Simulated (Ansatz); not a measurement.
SrCl₂: what symmetry allows forces and stress to be

```
Sr Cl
1.0
     0.00000    3.48550    3.48550
     3.48550    0.00000    3.48550
     3.48550    3.48550    0.00000
Sr Cl
1 2
Direct
  0.02152 0.02152 0.97848
  0.25000 0.25000 0.25000
  0.75000 0.75000 0.75000
```

All numbers below come from Ansatz, DFT PBE, scalar-relativistic, plane waves, PAW.

Cutoff 420 eV; k points 6×6×6 on the computed 3-atom cell (Γ-centred); Gaussian smearing, width 0.02 eV; no spin polarisation.

This distorted cell has space group I4mm, with 8 operations.

**Question.** Without a calculation: in which directions can each atom feel a force?

**Answer.** A force must be left unchanged by every operation that keeps its atom in place, so it lies in the space that those operations leave fixed. Atoms that the group maps onto each other feel forces of one size.
```
atom site symmetry operations at the site equivalent to atom allowed force (Cartesian)
 Sr1            4mm                       8                   1   along (0.00, 0.00, 1.00)
 Cl2           2mm.                       4                   2   along (0.00, 0.00, 1.00)
 Cl3           2mm.                       4                   2   along (0.00, 0.00, 1.00)
```

That leaves 2 independent force components of 9, tied by 1 condition that the forces sum to zero, so 1 remains. A relaxation in this cell that keeps the symmetry moves the atoms in these directions alone.

**Question.** And the stress tensor?

**Answer.** It must be invariant under the point group, which leaves 2 independent components: yz, xz, xy vanish; xx = yy.

**Question.** Do the computed values obey this?

**Answer.** Yes. Forces (eV/Å):
```
Sr1  0.000  0.000 -0.407
Cl2  0.000  0.000  0.204
Cl3  0.000  0.000  0.204
```

Stress (GPa, compression positive, xx yy zz yz xz xy): 1.40 1.40 1.25 0.00 0.00 0.00. The program imposes the same operations on density, forces and stress, so this confirms the analysis and is no independent test of the calculation.